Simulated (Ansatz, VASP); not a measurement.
**SiC: VASP beside Ansatz**

Aim: how closely do two programs agree when they are given the same cell, functional and k mesh? The cell is a member of a volume series, scaled by 0.92 from a relaxed one, so a pressure remains.

Program: Ansatz 0.2.0. Level of theory: plane waves, with VASP 6.6.1 beside it; single point at LDA. Results are calculated unless marked as measured.

**1. The starting structure**

The structure is cubic, space group F-43m (No. 216). The conventional cell has a = 4.212 Å, b = 4.212 Å, c = 4.212 Å, α = 90.00°, β = 90.00°, γ = 90.00°. Nearest to Si lie 4 C at 1.82 Å. C has 4 Si at 1.82 Å nearest. Farther neighbours are not listed.

**2. VASP: single point, LDA, volume scaled by 0.92**

With cell and atoms fixed, the geometry can't cause a difference; cores, projectors, grids and the points listed under the comparison can.

Lines of VASP's logs that name or quote its potential files are left out, and so is its time.

The input asks for a relaxation, which ended at its first step since no free force or stress exceeded the threshold; so it serves as a single point.

INCAR

```
SYSTEM = SiC
PREC = Accurate
ENCUT = 560
EDIFF = 1E-07
NELM = 100
ISMEAR = 0
SIGMA = 0.03
LREAL = .FALSE.
ALGO = Normal
GGA = CA
NBANDS = 10
LORBIT = 11
LWAVE = .FALSE.
LCHARG = .FALSE.
KPAR = 4
IBRION = 2
NSW = 50
ISIF = 4
EDIFFG = -0.003
```

POSCAR

```
SiC
1.0
    0.0000000000      2.1062222402      2.1062222402
    2.1062222402      0.0000000000      2.1062222402
    2.1062222402      2.1062222402      0.0000000000
Si C
1 1
Direct
    0.0000000000      0.0000000000      0.0000000000
    0.7500000000      0.7500000000      0.7500000000
```

KPOINTS

```
Automatic mesh
0
Gamma
8 8 8
0 0 0
```

Potentials, in the order of the species: Si and C (LDA family, release 64).

On the command line:

```bash
$ mpirun -np 4 vasp_std
```

Numbers of over 12 decimals in the logs are rounded to 6 here.

Log:

```text
[banner, memory and clock lines left out]
running    4 mpi-ranks, on    1 nodes
 distrk:  each k-point on    1 cores,    4 groups
 distr:  one band on    1 cores,    1 groups

 POSCAR found type information on POSCAR SiC
 POSCAR found :  2 types and       2 ions
 LDA part: xc-table for (Slater(with rela. corr.)+CA(PZ))
 , standard interpolation
 POSCAR, INCAR and KPOINTS ok, starting setup
 FFT: planning ... GRIDC
 FFT: planning ... GRID_SOFT
 FFT: planning ... GRID
 WAVECAR not read
 entering main loop
       N       E                     dE             d eps       ncg     rms          rms(c)
DAV:   1     0.265442198116E+01    0.26544E+01   -0.45714E+03   612   0.738E+02
DAV:   2    -0.183193092871E+02   -0.20974E+02   -0.19623E+02   762   0.115E+02
DAV:   3    -0.188996925873E+02   -0.58038E+00   -0.57919E+00   690   0.168E+01
DAV:   4    -0.189018992187E+02   -0.22066E-02   -0.22065E-02   656   0.128E+00
DAV:   5    -0.189019091482E+02   -0.99295E-05   -0.99295E-05   696   0.811E-02    0.102E+01
DAV:   6    -0.166611648087E+02    0.22407E+01   -0.77377E+00   604   0.139E+01    0.460E+00
DAV:   7    -0.165556075713E+02    0.10556E+00   -0.51854E-01   702   0.442E+00    0.199E+00
DAV:   8    -0.165349513376E+02    0.20656E-01   -0.29137E-02   614   0.113E+00    0.181E-01
DAV:   9    -0.165346166895E+02    0.33465E-03   -0.17045E-03   706   0.250E-01    0.970E-02
DAV:  10    -0.165346260765E+02   -0.93869E-05   -0.94523E-05   610   0.668E-02    0.324E-02
DAV:  11    -0.165346265201E+02   -0.44364E-06   -0.16619E-06   714   0.982E-03    0.152E-02
DAV:  12    -0.165346263052E+02    0.21488E-06   -0.64555E-07   600   0.418E-03    0.806E-04
DAV:  13    -0.165346263081E+02   -0.28695E-08   -0.28614E-08   308   0.120E-03
   1 F= -.16534626E+02 E0= -.16534626E+02  d E =-.165346E+02
 curvature:   0.00 expect dE= 0.000E+00 dE for cont linesearch  0.000E+00
 trial: gam= 0.00000 g(F)=  0.325E-48 g(S)=  0.195E-33 ort = 0.000E+00 (trialstep = 0.100E+01)
 search vector abs. value=  0.100E-09
 reached required accuracy - stopping structural energy minimisation
```

Parts of OUTCAR (step 2):

```text
ion  position               nearest neighbor table
   1  0.000  0.000  0.000-   2 1.82   2 1.82   2 1.82   2 1.82
   2  0.750  0.750  0.750-   1 1.82   1 1.82   1 1.82   1 1.82

  LATTYP: Found a face centered cubic cell.
 ALAT       =     4.2124444804

 Subroutine GETGRP returns: Found 24 space group operations
 (whereof 24 operations were pure point group operations)

The static configuration has the point symmetry T_d .

 Found     29 irreducible k-points:

   k-points           NKPTS =     29   k-points in BZ     NKDIM =     29   number of bands    NBANDS=     10

   dimension x,y,z NGX =    24 NGY =   24 NGZ =   24
   dimension x,y,z NGXF=    48 NGYF=   48 NGZF=   48

   ENCUT  =  560.0 eV  41.16 Ry    6.42 a.u.   5.75  5.75  5.75*2*pi/ulx,y,z

   NELECT =       8.0000    total number of electrons

 k-points in reciprocal lattice and weights: Automatic mesh
   0.00000000  0.00000000  0.00000000       0.002
   0.12500000  0.00000000  0.00000000       0.016
   0.25000000  0.00000000  0.00000000       0.016
   0.37500000  0.00000000  0.00000000       0.016
   0.50000000  0.00000000  0.00000000       0.008
   0.12500000  0.12500000  0.00000000       0.012
   0.25000000  0.12500000  0.00000000       0.047
   0.37500000  0.12500000  0.00000000       0.047
   0.50000000  0.12500000  0.00000000       0.047
[...]
-0.37500000  0.50000000  0.12500000       0.023
  -0.25000000  0.50000000  0.25000000       0.012

 average (electrostatic) potential at core
       1 -80.4788       2 -47.5380

 E-fermi :   9.4124

 k-point     1 :       0.0000    0.0000    0.0000
  band No.  band energies     occupation
      1      -6.8709      2.00000
      2       9.2630      2.00000
      3       9.2630      2.00000
      4       9.2630      2.00000
      5      16.7696      0.00000
      6      17.1914      0.00000
      7      17.1914      0.00000
      8      17.1914      0.00000
      9      24.3315      0.00000
    ...

 k-point     2 :       0.1250    0.0000    0.0000
  band No.  band energies     occupation
      1      -6.5401      2.00000
      2       7.7595      2.00000
      3       9.0580      2.00000
      4       9.0580      2.00000
      5      16.6583      0.00000
      6      17.5591      0.00000
      7      17.5591      0.00000
      8      18.0193      0.00000
      9      22.9881      0.00000
    ...

 k-point     3 :       0.2500    0.0000    0.0000
  band No.  band energies     occupation
      1      -5.5680      2.00000
      2       4.8079      2.00000
      3       8.6447      2.00000
      4       8.6447      2.00000
      5      16.1180      0.00000
      6      17.7138      0.00000
      7      17.7138      0.00000
      8      19.4461      0.00000
      9      22.8780      0.00000
    ...

  Total        2.6081966      2.6081966      2.6081966      0.0000000      0.0000000      0.0000000
  in kB      223.6188117    223.6188117    223.6188117      0.0000000      0.0000000      0.0000000
  external PRESSURE =     223.6188117 kB  Pullay stress =       0.0000000 kB

  energy-cutoff  :      560.00
  volume of cell :       18.69
      direct lattice vectors                 reciprocal lattice vectors
     0.000000000  2.106222240  2.106222240    -0.237391853  0.237391853  0.237391853
     2.106222240  0.000000000  2.106222240     0.237391853 -0.237391853  0.237391853
     2.106222240  2.106222240  0.000000000     0.237391853  0.237391853 -0.237391853

 POSITION                                       TOTAL-FORCE (eV/Angst)
 -----------------------------------------------------------------------------------
      0.00000      0.00000      0.00000        -0.000000     -0.000000      0.000000
      3.15933      3.15933      3.15933         0.000000      0.000000     -0.000000
 -----------------------------------------------------------------------------------
    total drift:                               -0.000000     -0.000000     -0.000000

  FREE ENERGIE OF THE ION-ELECTRON SYSTEM (eV)
  ---------------------------------------------------
  free  energy   TOTEN  =       -16.5346263081 eV

  energy  without entropy=      -16.5346263081  energy(sigma->0) =      -16.53462631

 reached required accuracy - stopping structural energy minimisation

 total charge
# of ion       s       p       d       tot
------------------------------------------
    1        0.724   1.064   0.000   1.788
    2        0.841   1.811   0.000   2.652
--------------------------------------------------
tot          1.565   2.875   0.000   4.440

[... 3 further parts left out ...]
```

**3. Ansatz: single point, LDA, volume scaled by 0.92**

Ansatz runs on its default PAW (the set named soft_2) files.

The same cell, functional (in two slightly different forms), mesh and smearing now go to Ansatz, which takes its cutoff from its data sets.

input.yaml

```yaml
crystal:
  lattice:
    - [0.0, 2.10622224, 2.10622224]
    - [2.10622224, 0.0, 2.10622224]
    - [2.10622224, 2.10622224, 0.0]
  atoms:
    - { symbol: Si, position: [0.0, 0.0, 0.0] }
    - { symbol: C, position: [0.75, 0.75, 0.75] }
hamiltonian:
  xc: lda
  pseudopotentials: { kind: paw }
kpoints:
  mp_grid: { grid: [8, 8, 8] }
scf:
  occupations: { method: gaussian, width: 0.03 }
  n_extra_bands: 4
output:
  forces: true
  stress: true
  eigenvalues: true
```

On the command line:

```bash
$ ansatz run input.yaml --threads 2 --pin off --max-ram 4608MiB --backend cpu --events-out ev --progress --plain --runs-dir out
```

Log:

```text
scf.n_extra_bands = 4 over 4 filled bands (N_el = 8.0): the run solves 8 bands
Engine: ansatz 0.2.0, aarch64-unknown-linux-gnu
Pseudopotentials: kind: paw
Pseudopotential: Si, paw, valence charge 4, recommended cutoff 420 eV (normal), Si.paw.azcp
Pseudopotential: C, paw, valence charge 4, recommended cutoff 420 eV (normal), C.paw.azcp
Functional definition: SPW92
  exchange = slater_x
  correlation = pw_c
Crystal: 2 atoms, lattice volume = 18.687 Å³
Basis set: ecut = 420 eV, 339 PW (Γ)
Bands: 8, of which v1, the nominal top of the filled ones, is band 4 counted from 1 (3 counted from 0)
Symmetry: 24 space group operations
Space group: F-43m (ITA 216), of the structure as read, at distance tolerance 2.7e-5 Å
k-points: 29 of 512 (time reversal used)
Non-local potential: Si, projectors of the file, l = 0: 2, l = 1: 2, l = 2: 2
Non-local potential: C, projectors of the file, l = 0: 2, l = 1: 2, l = 2: 1
PAW form: soft (Blöchl's): semilocal exchange-correlation on the pseudo side does not see the compensation charge
PAW frozen core: Si, regenerated for the run's functional, and the local potential with it (the file was generated under x = pbe(κ = 0.804, μ = 0.219515), c = pbe(β = 0.066725))
PAW frozen core: C, regenerated for the run's functional, and the local potential with it (the file was generated under x = pbe(κ = 0.804, μ = 0.219515), c = pbe(β = 0.066725))
PAW one-centre angular grid: Si, 110 points (default); XC on 64 Gauss nodes
PAW one-centre angular grid: C, 110 points (default); XC on 64 Gauss nodes
Initial density: superposition of atomic densities (neutral atoms: chi_scale 0, normalization atom), corrected by the library's trained network
Initial wavefunctions: pseudopotential atomic-orbital guess
Functional: x = slater, c = lda
SCF iter   1: F=—  HF=-852.099399 eV  |F-HF|=—  |Δ(HF+E_count)|=         —  Δρ=7.19e-3  dr2=7.81e-3  ethr=1.77e-3  ⟨swp⟩=6.0  Hψ=1939  notcnv=0
preconditioner: auto → none  [insulator: Δε(μ)=1.172 eV  Ē_g=14.845 eV  σ=0.030 eV  W_gap=1.00  n_scr=0 (ndim 8)  ℏωp=24.3 eV  f_vac=0.000  D(μ)=0.00/eV (n_scr^D=0)  ε∞_Penn≈3.7]
SCF iter   2: F=—  HF=-852.097230 eV  |F-HF|=—  |Δ(HF+E_count)|=   2.17e-3  Δρ=3.26e-3  dr2=7.81e-4  ethr=9.77e-5  ⟨swp⟩=2.2  Hψ=596  notcnv=0
SCF iter   3: F=—  HF=-852.097027 eV  |F-HF|=—  |Δ(HF+E_count)|=   2.04e-4  Δρ=1.32e-3  dr2=1.31e-4  ethr=9.76e-6  ⟨swp⟩=2.2  Hψ=337  notcnv=0
SCF iter   4: F=—  HF=-852.096993 eV  |F-HF|=—  |Δ(HF+E_count)|=   3.35e-5  Δρ=6.13e-5  dr2=4.87e-7  ethr=1.64e-6  ⟨swp⟩=1.0  Hψ=232  notcnv=0
SCF iter   5: F=—  HF=-852.096992 eV  |F-HF|=—  |Δ(HF+E_count)|=   1.14e-6  Δρ=1.00e-5  dr2=1.10e-8  ethr=6.09e-9  ⟨swp⟩=2.6  Hψ=356  notcnv=0
SCF iter   6: F=-852.096992 eV  HF=-852.096992 eV  |F-HF|=7.73e-12  |Δ(HF+E_count)|=   3.12e-9  Δρ=1.95e-6  dr2=3.12e-10  ethr=1.37e-10  ⟨swp⟩=1.9  Hψ=706  notcnv=0
SCF 1 converged in 6 iterations: F = -852.096992 eV  dr2 = 3.12e-10
  greatest PAW one-centre occupation: 0.651 electrons in one spin orbital (limit 2), on the C atom at site 1 (counted from 0), in its partial waves of l = 0
SCF converged after 6 iterations
Free energy (F): -852.096992 eV
Harris-Foulkes:  -852.096992 eV  (|F-HF|=7.73e-12)
Internal energy: -852.096992 eV  (E = F + TS)
E sigma→0 (E₀):  -852.096992 eV
Fermi energy:    11.184228 eV
--- Per-component energies (eV) ---
  E_band       = 35.512294
  E_kinetic    = 141.494305
  E_local      = -100.201332  (includes V_loc(G=0)·N_el)
  E_nonlocal   = 55.447188
  E_hartree    = 30.824494
  E_xc         = -106.636679
  E_vxc        = -111.812847  (∫ρ·V_xc dr)
  E_paw        = -578.548035  (= ΣΔE_a)
  E_vpaw       = -11.063937  (= ΣTr[D̂ρ^β])
  E_aug_tail   = 0.000016  (compensation charges beyond the density's cutoff)
  E_ewald      = -294.624112
  E_core_change = 0.147163  (= ΣΔE_core)
  E_smearing   = -0.000000  (= −TS)
  E_closure    = -0.000000  (closes the sum)
  Σ components = -852.096992   (vs F -852.096992, Δ=0.00e0)
--- Forces (eV/Å), atoms counted from 1 ---
  atom   1  Si    -0.00000000     0.00000000    -0.00000000
  atom   2  C      0.00000000    -0.00000000    -0.00000000
  max |Σ_I F_I| component: 2.22e-16 eV/Å
--- Stress (GPa, compression-positive) ---
       21.997294      -0.000000      -0.000000
       -0.000000      21.997294       0.000000
        0.000000       0.000000      21.997294
  P = ⅓ Tr σ = 21.9973 GPa (219.973 kbar)
--- Band table (eV; the first three rows and the last of 29) ---
  k-point 0: bands = ["-5.5673", "10.5724", "10.5724", "10.5724", "18.0476", "18.5047", "18.5047", "18.5047"]
  k-point 1: bands = ["-5.2363", "9.0671", "10.3665", "10.3665", "17.9574", "18.8719", "18.8719", "19.3112"]
  k-point 2: bands = ["-4.2642", "6.1151", "9.9523", "9.9523", "17.4180", "19.0283", "19.0283", "20.7403"]
  k-point 28: bands = ["0.3349", "3.3920", "5.0769", "5.4628", "15.8603", "20.6774", "20.7754", "21.0433"]
```

Wall time 0.77 s (2 threads of Arm Neoverse N1, shared host); peak memory 0.24 GiB; 1.2 s of CPU time.

In the SCF lines HF is the Harris–Foulkes energy and dr2 the Hartree energy of the density residual, in eV; the loop may stop once dr2 is under the threshold and the program's other checks hold. Hψ counts applications of the Hamiltonian.

The run ends at a pressure of 22.00 GPa.

**4. Differences**

Known differences besides the potentials themselves: the two LDA forms differ slightly; the cutoff is 420 eV in Ansatz and 560 eV in VASP; VASP's log shows a relativistic correction to its local exchange, Ansatz's none. Total energies have different zeros and are not compared.

Both answers:

```tsv
quantity	Ansatz	VASP	difference
pressure (GPa)	22.00	22.36	-0.36
pressure without Ansatz's Pulay correction (GPa)	21.60	22.36	-0.77
gap on the k mesh (eV)	1.224	1.211	+0.013
```

A gap on the mesh is an upper bound, since the band edges may lie between its points. Ansatz's pressure holds a Pulay correction of 0.40 GPa; VASP's holds none.

**5. Ansatz: single point, LDA, volume scaled by 0.98**

A single point gives forces, pressure and levels at one fixed geometry, so differences don't come from the geometry; what else differs is listed under the comparison. The cell compared in this pair holds 19.91 Å³, against 18.69 Å³ for the pair before.

The cell is a member of a volume series, scaled by 0.98 from a relaxed one, so a pressure remains.

input.yaml, the sections that differ from step 3:

```yaml
crystal:
  lattice:
    - [0.0, 2.15104887, 2.15104887]
    - [2.15104887, 0.0, 2.15104887]
    - [2.15104887, 2.15104887, 0.0]
  atoms:
    - { symbol: Si, position: [0.0, 0.0, 0.0] }
    - { symbol: C, position: [0.75, 0.75, 0.75] }
# hamiltonian, kpoints, scf, output: as in step 3
```

Log:

```text
[...]
Crystal: 2 atoms, lattice volume = 19.906 Å³
Basis set: ecut = 420 eV, 387 PW (Γ)
Bands: 8, of which v1, the nominal top of the filled ones, is band 4 counted from 1 (3 counted from 0)
Symmetry: 24 space group operations
[...]
k-points: 29 of 512 (time reversal used)
[...]
Free energy (F): -852.194435 eV
[...]
Internal energy: -852.194435 eV  (E = F + TS)
E sigma→0 (E₀):  -852.194435 eV
Fermi energy:    10.379359 eV
[...]
--- Stress (GPa, compression-positive) ---
        4.463335      -0.000000      -0.000000
       -0.000000       4.463335       0.000000
       -0.000000       0.000000       4.463335
  P = ⅓ Tr σ = 4.4633 GPa (44.633 kbar)
--- Band table (eV; the first three rows and the last of 29) ---
[...]
[key lines of the parts left out:]
SCF converged after 6 iterations
```

Elapsed: 0.82 s, on 2 threads; peak memory 0.24 GiB; 1.3 s of CPU time.

The run ends at a pressure of 4.46 GPa.

**6. VASP: single point, LDA, volume scaled by 0.98**

The same cell, functional (in two slightly different forms), mesh and smearing now go to VASP, with its own data sets and cutoff.

The input asks for a relaxation, which ended at its first step since no free force or stress exceeded the threshold; so it serves as a single point.

INCAR is that of step 2.

POSCAR

```
SiC
1.0
    0.0000000000      2.1510488689      2.1510488689
    2.1510488689      0.0000000000      2.1510488689
    2.1510488689      2.1510488689      0.0000000000
Si C
1 1
Direct
    0.0000000000      0.0000000000      0.0000000000
    0.7500000000      0.7500000000      0.7500000000
```

KPOINTS is that of step 2.

On the command line:

```bash
$ mpirun -np 4 vasp_std
```

Log:

```text
[... set-up lines as in an earlier step ...]
 entering main loop
       N       E                     dE             d eps       ncg     rms          rms(c)
DAV:   1     0.240662483001E+01    0.24066E+01   -0.40900E+03   604   0.708E+02
DAV:   2    -0.182169585512E+02   -0.20624E+02   -0.19647E+02   776   0.116E+02
DAV:   3    -0.187891279454E+02   -0.57217E+00   -0.57142E+00   678   0.171E+01
DAV:   4    -0.187917012550E+02   -0.25733E-02   -0.25732E-02   664   0.146E+00
[...]
DAV:  11    -0.166358050147E+02   -0.39274E-06   -0.25724E-06   694   0.113E-02    0.141E-02
DAV:  12    -0.166358047852E+02    0.22950E-06   -0.69362E-07   606   0.430E-03    0.559E-04
DAV:  13    -0.166358047893E+02   -0.40942E-08   -0.28824E-08   314   0.118E-03
   1 F= -.16635805E+02 E0= -.16635805E+02  d E =-.166358E+02
[...]
reached required accuracy - stopping structural energy minimisation
```

From OUTCAR (step 6):

```text
  Total        0.5952686      0.5952686      0.5952686     -0.0000000      0.0000000      0.0000000
  in kB       47.9118293     47.9118293     47.9118293     -0.0000000      0.0000000      0.0000000
  external PRESSURE =      47.9118293 kB  Pullay stress =       0.0000000 kB

 POSITION                                       TOTAL-FORCE (eV/Angst)
 -----------------------------------------------------------------------------------
      0.00000      0.00000      0.00000        -0.000000     -0.000000     -0.000000
      3.22657      3.22657      3.22657         0.000000      0.000000      0.000000
 -----------------------------------------------------------------------------------
    total drift:                               -0.000000     -0.000000     -0.000000

  FREE ENERGIE OF THE ION-ELECTRON SYSTEM (eV)
  ---------------------------------------------------
  free  energy   TOTEN  =       -16.6358047893 eV

  energy  without entropy=      -16.6358047893  energy(sigma->0) =      -16.63580479

[... 2 parts as in an earlier step ...]

[... 2 further parts left out ...]
[key lines of the parts left out:]
E-fermi :   8.6500
```

**7. Comparison**

The two programs side by side:

```tsv
quantity	Ansatz	VASP	difference
pressure (GPa)	4.46	4.79	-0.33
pressure without Ansatz's Pulay correction (GPa)	4.06	4.79	-0.73
gap on the k mesh (eV)	1.283	1.270	+0.013
```

A gap on the mesh is an upper bound, since the band edges may lie between its points. Ansatz's pressure holds a Pulay correction of 0.40 GPa; VASP's holds none.

**8. Further runs**

Further runs change the set-up of one program: Ansatz's method, potentials or start, or VASP's data sets, cutoff or form of LDA. The table gives Ansatz less VASP for each quantity, since a change that brings one quantity closer may part another.

```tsv
run	pressure (GPa)	gap on the k mesh (eV)
as above	-0.33	0.013
Ansatz's all-electron LAPW method	-0.37	0.012
```

(Continued in part 2 of 2.)

[Lines on the potential files, build, host, timing and source positions are cut from VASP's logs without a mark.]

[Logs are printed without paths, hosts, clocks, repeated set-up lines and the standing remarks that a program may print on its own settings, such as how far it seeks lower states.]

[Hosts, paths, dates, database ids (printed as entryN), source tags and the programs' standing remarks are cut or masked in the printed files.]
